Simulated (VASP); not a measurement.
# Cu: convergence, equation of state

Cu, Fm-3m (no. 225), 1 atom in the cell. RSCAN; PAW potentials Cu (PBE set). VASP 6.6.1.

Wanted: equilibrium volume within 0.2 %; bulk modulus within 1 %.

What the run is for: equation of state; Accuracy asked: standard.

The series start from Plane-wave cutoff (eV): 380; Smearing width (eV): 0.03; k-point mesh: 17 × 17 × 17; Volumes: 5 from 0.92 to 1.08; Precision mode (PREC): Accurate; Electronic threshold (eV): 1e-6; Aspherical gradient terms in the spheres (LASPH): yes; Start of each volume: each volume from scratch. Each series keeps the choices made before it, and each single choice may use up half of a tolerance. Times cover all steps of a run.

## Plane-wave cutoff (eV)

| Plane-wave cutoff (eV) | Equilibrium volume (Å³/atom) | Bulk modulus (GPa) | Time (s) |
|---|---|---|---|
| 240 | 11.89 | 146 | 26 |
| 300 | 11.51 | 149.9 | 24 |
| 340 | 11.51 | 159.2 | 28 |
| 380 | 11.51 | 159 | 38 |
| 440 | 11.49 | 165.2 | 54 |
| 520 | 11.48 | 164.3 | 60 |
| 620 (reference) | 11.49 | 162 | 58 |

Chosen: 620; the next looser run is off by more than half of the tolerance, so convergence isn't shown beyond this value.

## Smearing width (eV)

| Smearing width (eV) | Equilibrium volume (Å³/atom) | Bulk modulus (GPa) | Time (s) |
|---|---|---|---|
| 0.15 | 11.5 | 160.7 | 61 |
| 0.1 | 11.49 | 160.8 | 61 |
| 0.07 | 11.49 | 161.2 | 60 |
| 0.05 | 11.49 | 161.7 | 59 |
| 0.03 | 11.49 | 162 | 58 |
| 0.02 (reference) | 11.49 | 161.9 | 58 |

Chosen: 0.07, the loosest value from which every tighter one stays within half of the tolerance.

## k-point mesh

| k-point mesh | Equilibrium volume (Å³/atom) | Bulk modulus (GPa) | Time (s) |
|---|---|---|---|
| 6 × 6 × 6 | 11.59 | 160.5 | 25 |
| 7 × 7 × 7 | 11.49 | 161.5 | 26 |
| 9 × 9 × 9 | 11.51 | 160.9 | 30 |
| 11 × 11 × 11 | 11.48 | 162.3 | 33 |
| 14 × 14 × 14 | 11.51 | 161.8 | 45 |
| 17 × 17 × 17 | 11.49 | 161.2 | 60 |
| 21 × 21 × 21 (reference) | 11.5 | 160.8 | 87 |

Chosen: 17 × 17 × 17.

## Volumes

| Volumes | Equilibrium volume (Å³/atom) | Bulk modulus (GPa) | Time (s) |
|---|---|---|---|
| 5 from 0.88 to 1.12 | 11.48 | 158.1 | 60 |
| 5 from 0.92 to 1.08 | 11.49 | 161.2 | 60 |
| 7 from 0.91 to 1.09 (reference) | 11.49 | 160.6 | 82 |

Chosen: 5 from 0.92 to 1.08.

## Precision mode (PREC)

| Precision mode (PREC) | Equilibrium volume (Å³/atom) | Bulk modulus (GPa) | Time (s) |
|---|---|---|---|
| SingleN | 11.44 | 188.9 | 30 |
| Normal | 11.5 | 157.4 | 32 |
| Accurate (reference) | 11.49 | 161.2 | 60 |

Chosen: Accurate; the one before it in the list is off by more than half of the tolerance.

## Electronic threshold (eV)

| Electronic threshold (eV) | Equilibrium volume (Å³/atom) | Bulk modulus (GPa) | Time (s) |
|---|---|---|---|
| 0.001 | 11.49 | 159.7 | 42 |
| 0.0001 | 11.49 | 161.4 | 47 |
| 1e-5 | 11.49 | 161.2 | 56 |
| 1e-6 | 11.49 | 161.2 | 60 |
| 1e-7 (reference) | 11.49 | 161.2 | 68 |

Chosen: 0.0001.

## Aspherical gradient terms in the spheres (LASPH)

| Aspherical gradient terms in the spheres (LASPH) | Equilibrium volume (Å³/atom) | Bulk modulus (GPa) | Time (s) |
|---|---|---|---|
| no | 11.49 | 168.1 | 38 |
| yes (reference) | 11.49 | 161.4 | 47 |

Chosen: yes; the one before it in the list is off by more than half of the tolerance.

## Start of each volume

| Start of each volume | Equilibrium volume (Å³/atom) | Bulk modulus (GPa) | Time (s) |
|---|---|---|---|
| each volume from scratch | 11.49 | 161.4 | 47 |
| orbitals of the volume before (WAVECAR) | 11.49 | 161.6 | 37 |

Chosen: orbitals of the volume before (WAVECAR); it saves 9.8 s of 47, so each volume from scratch would do nearly as well.

## All choices together

| Input | Equilibrium volume (Å³/atom) | Bulk modulus (GPa) | Time (s) |
|---|---|---|---|
| the program's defaults (naive) | 11.42 | 85.96 | 4.0 |
| chosen settings | 11.49 | 161.6 | 37 |
| reference settings throughout | 11.49 | 160.3 | 138 |

The chosen settings stay within the tolerance of the reference run, but the reference itself isn't shown to be converged in: Plane-wave cutoff (eV).

## The input

INCAR:
```
METAGGA  = RSCAN          # meta-GGA
ISMEAR   = -1             # smearing method
SIGMA    = 0.07           # smearing width, eV
LWAVE    = True           # write WAVECAR
LCHARG   = False          # write CHGCAR
ISIF     = 2              # what is computed and relaxed
NSW      = 0              # ionic steps
PREC     = Accurate       # precision mode
LASPH    = True           # aspherical terms in the spheres
LREAL    = False          # projectors in reciprocal space
ALGO     = Normal         # electronic algorithm
EDIFF    = 1E-4           # SCF threshold, eV
NELM     = 120            # most SCF steps
GGA_COMPAT= False        
ENCUT    = 620            # plane-wave cutoff, eV
LMIXTAU  = True         
KPAR     = 4             
```

KPOINTS:
```
Automatic mesh
0
Gamma
  17 17 17
  0 0 0
```

POSCAR.step1:
```
Cu
1.0
    0.0000000000      1.7579543034      1.7579543034
    1.7579543034      0.0000000000      1.7579543034
    1.7579543034      1.7579543034      0.0000000000
Cu
1
Direct
    0.0000000000      0.0000000000      0.0000000000
```

POSCAR.step2:
```
Cu
1.0
    0.0000000000      1.7830713297      1.7830713297
    1.7830713297      0.0000000000      1.7830713297
    1.7830713297      1.7830713297      0.0000000000
Cu
1
Direct
    0.0000000000      0.0000000000      0.0000000000
```

POSCAR.step3:
```
Cu
1.0
    0.0000000000      1.8075000000      1.8075000000
    1.8075000000      0.0000000000      1.8075000000
    1.8075000000      1.8075000000      0.0000000000
Cu
1
Direct
    0.0000000000      0.0000000000      0.0000000000
```

POSCAR.step4:
```
Cu
1.0
    0.0000000000      1.8312856224      1.8312856224
    1.8312856224      0.0000000000      1.8312856224
    1.8312856224      1.8312856224      0.0000000000
Cu
1
Direct
    0.0000000000      0.0000000000      0.0000000000
```

POSCAR.step5:
```
Cu
1.0
    0.0000000000      1.8544689142      1.8544689142
    1.8544689142      0.0000000000      1.8544689142
    1.8544689142      1.8544689142      0.0000000000
Cu
1
Direct
    0.0000000000      0.0000000000      0.0000000000
```

Commands (each step's output is kept before the next begins):
```
cat potpaw_PBE.64/Cu/POTCAR > POTCAR
cp POSCAR.step1 POSCAR
mpirun -np 4 vasp_std > vasp.out
cp POSCAR.step2 POSCAR
mpirun -np 4 vasp_std > vasp.out
cp POSCAR.step3 POSCAR
mpirun -np 4 vasp_std > vasp.out
cp POSCAR.step4 POSCAR
mpirun -np 4 vasp_std > vasp.out
cp POSCAR.step5 POSCAR
mpirun -np 4 vasp_std > vasp.out
```

The chosen input took VASP 6.6.1 37 s on 4 cores (Intel Xeon 6975P-C (Granite Rapids)), a shared host.

## An input that fails: cutoff far too low

It runs to its end, but against the unchanged starting input it is off by 3.8 % in the equilibrium volume, 1368 % in the bulk modulus.

Changes against the starting input:
```
(all steps)
- PREC = Accurate
- NELM = 120
- ENCUT = 380
+ PREC = Low
+ NELM = 55
+ ENCUT = 180
```
